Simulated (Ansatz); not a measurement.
ZrB2:

```xyz
3
Lattice="3.1700 0.0000 0.0000 -1.5850 2.7453 0.0000 0.0000 0.0000 3.5330" Properties=species:S:1:pos:R:3 pbc="T T T"
Zr    0.0000    0.0000    0.0000
B     1.5850    0.9151    1.7665
B     0.0000    1.8302    1.7665
```

Base run:

```yaml
Program: Ansatz 0.2.0
Functional: PBEsol
Potentials_or_basis: all-electron LAPW, scalar-relativistic
Cutoff: 255 eV
Density_cutoff: 1020 eV
Basis_error_allowed: 0.002 eV/atom
k_mesh: 10 × 10 × 8
Occupations: fermi-dirac, width 0.05 eV
Spin: no spin polarisation
Hubbard_terms: Zr d U = 6 eV
```

Its results: band gap on the k mesh none (metal or under the smearing width); pressure 1.6 GPa.

Task: After a change of settings the same cell gave: band gap on the k mesh none (metal or under the smearing width); pressure -2.4 GPa. Which change was it?
A. hubbard terms from Zr d U = 6 eV to none
B. potentials or basis from all-electron LAPW, scalar-relativistic to all-electron PAW datasets made for the crystal; hubbard terms from Zr d U = 6 eV to none
C. hubbard terms from Zr d U = 6 eV to Zr d U = 4 eV
D. hubbard terms from Zr d U = 6 eV to Zr d U = 2 eV

Result: D.

Caveats: U is the effective U less J, on atomic orbitals that reach past the spheres; U without spin polarisation on a metal has little footing; the U is typed as a test and isn't derived for this compound.

Not every run made on this cell is shown here.
